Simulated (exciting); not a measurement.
# MgS (F-43m) in exciting: a series of runs

The runs below take MgS through single point, with LDA.

Everything below comes from runs of exciting (release sodium). Logs are shortened: lines on timing, memory, paths and dates and some standing lists are left out, and cuts for length are marked.

### 1 The structure

It takes space group F-43m (No. 216, cubic). Conventional cell: a = 5.666 Å, b = 5.666 Å, c = 5.666 Å, α = 90.00°, β = 90.00°, γ = 90.00°. S (site symmetry -43m) has 4 Mg at 2.45 Å as nearest neighbours. Mg (site symmetry -43m) has 4 S at 2.45 Å as nearest neighbours.

The cell comes from a database or a generator and needn't be the stable form of this composition.

### 2 Single point, LDA

The input, input.xml:

```xml
<input>
  <title>MgS</title>
  <structure speciespath="./" tshift="false">
    <crystal scale="1">
      <basevect>0.000000000000 5.353820966639 5.353820966639</basevect>
      <basevect>5.353820966639 0.000000000000 5.353820966639</basevect>
      <basevect>5.353820966639 5.353820966639 0.000000000000</basevect>
    </crystal>
    <species speciesfile="S.xml" rmt="1.9">
      <atom coord="0.250000000000 0.250000000000 0.250000000000"/>
    </species>
    <species speciesfile="Mg.xml" rmt="2">
      <atom coord="0.000000000000 0.000000000000 0.000000000000"/>
    </species>
  </structure>
  <groundstate do="fromscratch" ngridk="8 8 8" rgkmax="7.5" gmaxvr="14" lmaxapw="10" lmaxmat="10" lmaxvr="8" xctype="LDA_PW" stype="Gaussian" swidth="0.00183747" nempty="10" ValenceRelativity="iora*" epsengy="1e-05" epspot="1e-05" maxscl="60" tforce="true" outputlevel="low"/>
</input>
```

Potentials or basis: all-electron LAPW+lo, shipped species files, valence relativity iora*.

Run with:

```bash
$ OMP_NUM_THREADS=1 exciting_smp
```

INFO.OUT:

```text
================================================================================
EXCITING SODIUM started
[... 10 lines left out ...]

 Lattice vectors (cartesian) :
      0.0000000000      5.3538209666      5.3538209666
      5.3538209666      0.0000000000      5.3538209666
      5.3538209666      5.3538209666      0.0000000000

 Reciprocal lattice vectors (cartesian) :
     -0.5867944919      0.5867944919      0.5867944919
      0.5867944919     -0.5867944919      0.5867944919
      0.5867944919      0.5867944919     -0.5867944919

 Unit cell volume                           :     306.9174124705
 Brillouin zone volume                      :       0.8081985686

 Species :    1 (S)
     parameters loaded from                 :    S.xml
     name                                   :    sulphur

     atomic positions (lattice) :
       1 :   0.25000000  0.25000000  0.25000000

 Species :    2 (Mg)
     parameters loaded from                 :    Mg.xml
     name                                   :    magnesium

     atomic positions (lattice) :
       1 :   0.00000000  0.00000000  0.00000000

 Total number of atoms per unit cell        :       2

 Spin treatment                             :    spin-unpolarised

 Number of Bravais lattice symmetries       :      48
 Number of crystal symmetries               :      24

 k-point grid                               :       8    8    8
 Total number of k-points                   :      43
 k-point set is reduced with crystal symmetries

 R^MT_min * |G+k|_max (rgkmax)              :       7.50000000

 G-vector grid sizes                        :      36    36    36
 Total number of G-vectors                  :   14211

 Total nuclear charge                       :     -28.00000000
 Total electronic charge                    :      28.00000000

 Number of empty states                     :      10
 Total number of valence states             :      19

 Exchange-correlation type                  :       3
     Perdew-Wang, Phys. Rev. B 45, 13244 (1992)

 Smearing scheme                            :    Gaussian
 Smearing width                             :       0.00183747

[... 5 lines left out ...]
* Groundstate module started                                                   *
********************************************************************************
 Output level for this task is set to low

++++++++++++++++++++++++++++++++++++++++++++++++++++++++++++++++++++++++++++++++
[... 5 lines left out ...]
+ SCF iteration number :    1                                                  +
++++++++++++++++++++++++++++++++++++++++++++++++++++++++++++++++++++++++++++++++
 Total energy                               :      -599.78631517
 _______________________________________________________________
 Fermi energy                               :         0.07957753
 DOS at Fermi energy (states/Ha/cell)       :         0.00000000
 Electron charge: Core leakage              :         0.00052257

 Estimated fundamental gap                  :         0.14808553
        valence-band maximum at    1      0.0000  0.0000  0.0000
     conduction-band minimum at    1      0.0000  0.0000  0.0000

++++++++++++++++++++++++++++++++++++++++++++++++++++++++++++++++++++++++++++++++
+ SCF iteration number :    2                                                  +
++++++++++++++++++++++++++++++++++++++++++++++++++++++++++++++++++++++++++++++++
 Total energy                               :      -598.43588858
 _______________________________________________________________
 Fermi energy                               :         0.09354326
 DOS at Fermi energy (states/Ha/cell)       :         0.00000000
 Electron charge: Core leakage              :         0.00053281

 Estimated fundamental gap                  :         0.13187037
        valence-band maximum at    1      0.0000  0.0000  0.0000
     conduction-band minimum at    1      0.0000  0.0000  0.0000

 RMS change in effective potential (target) :  0.260048E-01  ( 0.100000E-04)
 Absolute change in total energy   (target) :   1.35043      ( 0.100000E-04)
 Charge distance                   (target) :  0.114760E-01  ( 0.100000E-04)
 Abs. change in max-nonIBS-force   (target) :   0.00000      ( 0.500000E-04)

++++++++++++++++++++++++++++++++++++++++++++++++++++++++++++++++++++++++++++++++
+ SCF iteration number :    3                                                  +
++++++++++++++++++++++++++++++++++++++++++++++++++++++++++++++++++++++++++++++++
 Total energy                               :      -597.81758746
 _______________________________________________________________
 Fermi energy                               :         0.10080780
 DOS at Fermi energy (states/Ha/cell)       :         0.00000000
 Electron charge: Core leakage              :         0.00053551

 Estimated fundamental gap                  :         0.12367805
        valence-band maximum at    1      0.0000  0.0000  0.0000
     conduction-band minimum at    1      0.0000  0.0000  0.0000

 RMS change in effective potential (target) :  0.103997E-01  ( 0.100000E-04)
 Absolute change in total energy   (target) :  0.618301      ( 0.100000E-04)
 Charge distance                   (target) :  0.590043E-02  ( 0.100000E-04)
 Abs. change in max-nonIBS-force   (target) :   0.00000      ( 0.500000E-04)
[... 127 lines left out ...]
++++++++++++++++++++++++++++++++++++++++++++++++++++++++++++++++++++++++++++++++
+ SCF iteration number :   11                                                  +
++++++++++++++++++++++++++++++++++++++++++++++++++++++++++++++++++++++++++++++++
 Total energy                               :      -597.62977346
 _______________________________________________________________
 Fermi energy                               :         0.10702836
 DOS at Fermi energy (states/Ha/cell)       :         0.00000000
 Electron charge: Core leakage              :         0.00052814

 Estimated fundamental gap                  :         0.11659970
        valence-band maximum at    1      0.0000  0.0000  0.0000
     conduction-band minimum at    1      0.0000  0.0000  0.0000

 RMS change in effective potential (target) :  0.659684E-08  ( 0.100000E-04)
 Absolute change in total energy   (target) :  0.769875E-07  ( 0.100000E-04)
 Charge distance                   (target) :  0.207499E-07  ( 0.100000E-04)
 Abs. change in max-nonIBS-force   (target) :   0.00000      ( 0.500000E-04)

++++++++++++++++++++++++++++++++++++++++++++++++++++++++++++++++++++++++++++++++
+ SCF iteration number :   12                                                  +
++++++++++++++++++++++++++++++++++++++++++++++++++++++++++++++++++++++++++++++++
 Total energy                               :      -597.62977329
 _______________________________________________________________
 Fermi energy                               :         0.10702836
 DOS at Fermi energy (states/Ha/cell)       :         0.00000000
 Electron charge: Core leakage              :         0.00052814

 Estimated fundamental gap                  :         0.11659970
        valence-band maximum at    1      0.0000  0.0000  0.0000
     conduction-band minimum at    1      0.0000  0.0000  0.0000

 RMS change in effective potential (target) :  0.143923E-09  ( 0.100000E-04)
 Absolute change in total energy   (target) :  0.162786E-06  ( 0.100000E-04)
 Charge distance                   (target) :  0.916210E-09  ( 0.100000E-04)
 Abs. change in max-nonIBS-force   (target) :   0.00000      ( 0.500000E-04)

++++++++++++++++++++++++++++++++++++++++++++++++++++++++++++++++++++++++++++++++
| Convergency criteria checked for the last 2 iterations                       +
| Convergence targets achieved. Performing final SCF iteration                 +
++++++++++++++++++++++++++++++++++++++++++++++++++++++++++++++++++++++++++++++++
 Total energy                               :      -597.62977330
 _______________________________________________________________
 Fermi energy                               :         0.10702836
 DOS at Fermi energy (states/Ha/cell)       :         0.00000000
 Electron charge: Core leakage              :         0.00052814

 Estimated fundamental gap                  :         0.11659970
        valence-band maximum at    1      0.0000  0.0000  0.0000
     conduction-band minimum at    1      0.0000  0.0000  0.0000

++++++++++++++++++++++++++++++++++++++++++++++++++++++++++++++++++++++++++++++++
+ Self-consistent loop stopped                                                 +
++++++++++++++++++++++++++++++++++++++++++++++++++++++++++++++++++++++++++++++++
 STATE.OUT is written

--------------------------------------------------------------------------------
- Writing atomic positions and forces                                          -
--------------------------------------------------------------------------------

 Atomic positions (lattice) :
 atom     1   S  :     0.25000000    0.25000000    0.25000000
 atom     2  Mg  :     0.00000000    0.00000000    0.00000000

 Total atomic forces including IBS (cartesian) :
 atom     1   S  :     0.00000000    0.00000000    0.00000000
 atom     2  Mg  :     0.00000000    0.00000000   -0.00000000

 Atomic force components including IBS (cartesian) :
 atom     1   S  :    -0.00000000    0.00000000    0.00000000   HF force
                 :     0.00000000    0.00000000    0.00000000   core correction
                 :    -0.00000000   -0.00000000    0.00000000   IBS correction
 atom     2  Mg  :     0.00000000   -0.00000000    0.00000000   HF force
                 :    -0.00000000   -0.00000000   -0.00000000   core correction
                 :     0.00000000    0.00000000   -0.00000000   IBS correction

********************************************************************************
* Groundstate module stopped                                                   *
********************************************************************************

================================================================================
| EXCITING SODIUM stopped                                                      =
================================================================================
```

It took 86 s on 1 thread of Arm Neoverse V1, shared host; peak memory 0.14 GiB.

Results:

- Free energy: -16262.3346 eV
- Band gap on the k mesh: 3.17 eV, direct

Levels at points of the mesh, in eV from the valence-band top:
| k point | band 5 | band 6 | band 7 | band 8 | band 9 | band 10 | band 11 | band 12 |
| --- | --- | --- | --- | --- | --- | --- | --- | --- |
| (0.00, 0.00, 0.00) | -11.24 | 0.00 | 0.00 | 0.00 | 3.17 | 7.74 | 7.74 | 7.74 |
| (0.50, 0.00, 0.00) | -10.54 | -3.20 | -0.33 | -0.33 | 4.86 | 7.45 | 7.45 | 8.36 |
| (0.50, 0.50, 0.00) | -10.32 | -2.87 | -1.05 | -1.05 | 3.67 | 5.42 | 10.86 | 12.00 |

[end of part 1 of 2]
